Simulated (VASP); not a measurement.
Input of a VASP 6.6.1 run:

INCAR

```
SYSTEM = Ir
PREC = Accurate
ENCUT = 520
EDIFF = 1E-6
ISMEAR = -1
SIGMA = 0.05
LREAL = .FALSE.
LASPH = .TRUE.
NELM = 100
ALGO = Normal
ISIF = 2
LWAVE = .FALSE.
LCHARG = .FALSE.
LMAXMIX = 4
METAGGA = SCAN
LMIXTAU = .TRUE.
NBANDS = 16
```

The input KPOINTS:

```
Automatic mesh
0
G
  11 11 6
  0 0 0
```

POSCAR

```
Ir
1.0
    2.7513778946      0.0000000000      0.0000000000
   -1.3756889473      2.3827631521      0.0000000000
    0.0000000000      0.0000000000      4.4622900000
Ir
2
Direct
    0.3333333333      0.6666666667      0.2500000000
    0.6666666667      0.3333333333      0.7500000000
```

The input KPOINTS_OPT:

```
path GMKGALHA,LM,KH
10
line-mode
reciprocal
 0.0000000000  0.0000000000  0.0000000000  G
 0.5000000000  0.0000000000  0.0000000000  M

 0.5000000000  0.0000000000  0.0000000000  M
 0.3333333333  0.3333333333  0.0000000000  K

 0.3333333333  0.3333333333  0.0000000000  K
 0.0000000000  0.0000000000  0.0000000000  G

 0.0000000000  0.0000000000  0.0000000000  G
 0.0000000000  0.0000000000  0.5000000000  A

 0.0000000000  0.0000000000  0.5000000000  A
 0.5000000000  0.0000000000  0.5000000000  L

 0.5000000000  0.0000000000  0.5000000000  L
 0.3333333333  0.3333333333  0.5000000000  H

 0.3333333333  0.3333333333  0.5000000000  H
 0.0000000000  0.0000000000  0.5000000000  A

 0.5000000000  0.0000000000  0.5000000000  L
 0.5000000000  0.0000000000  0.0000000000  M

 0.3333333333  0.3333333333  0.0000000000  K
 0.3333333333  0.3333333333  0.5000000000  H
```

Potentials or basis: VASP PAW PBE potentials, release 64 (Ir).

The run is started by

```sh
$ cat potpaw_PBE.64/Ir/POTCAR > POTCAR
$ mpirun -np 1 vasp_std > vasp.out
```

Estimate the band gap along the path.

none (metal or under the smearing width).

Predict the pressure.

-22.5 GPa.

Levels at the corners of the path, in eV from the Fermi level:
```tsv
point	band 5	band 6	band 7	band 8	band 9	band 10	band 11	band 12
Γ	-3.88	-3.23	-3.23	-2.42	-2.42	-0.98	0.31	0.31
M	-3.67	-3.67	-3.09	0.78	1.02	1.21	2.96	4.27
M	-3.67	-3.67	-3.09	0.78	1.02	1.21	2.96	4.27
K	-4.33	-4.33	-2.50	-0.01	-0.01	0.35	4.10	4.10
K	-4.33	-4.33	-2.50	-0.01	-0.01	0.35	4.10	4.10
Γ	-3.88	-3.23	-3.23	-2.42	-2.42	-0.98	0.31	0.31
Γ	-3.88	-3.23	-3.23	-2.42	-2.42	-0.98	0.31	0.31
A	-4.01	-4.01	-4.01	-4.01	-0.47	-0.47	-0.47	-0.47
A	-4.01	-4.01	-4.01	-4.01	-0.47	-0.47	-0.47	-0.47
L	-2.17	-2.17	-1.12	-1.12	1.04	1.04	1.96	1.96
L	-2.17	-2.17	-1.12	-1.12	1.04	1.04	1.96	1.96
H	-4.31	-4.31	-2.44	-2.44	0.33	0.33	7.11	7.11
H	-4.31	-4.31	-2.44	-2.44	0.33	0.33	7.11	7.11
A	-4.01	-4.01	-4.01	-4.01	-0.47	-0.47	-0.47	-0.47
L	-2.17	-2.17	-1.12	-1.12	1.04	1.04	1.96	1.96
M	-3.67	-3.67	-3.09	0.78	1.02	1.21	2.96	4.27
K	-4.33	-4.33	-2.50	-0.01	-0.01	0.35	4.10	4.10
H	-4.31	-4.31	-2.44	-2.44	0.33	0.33	7.11	7.11
```

Caveat: the PAW data sets were made with another functional, which shifts forces and pressure a little; spin-orbit coupling is left out, which moves the levels of the heavy elements.
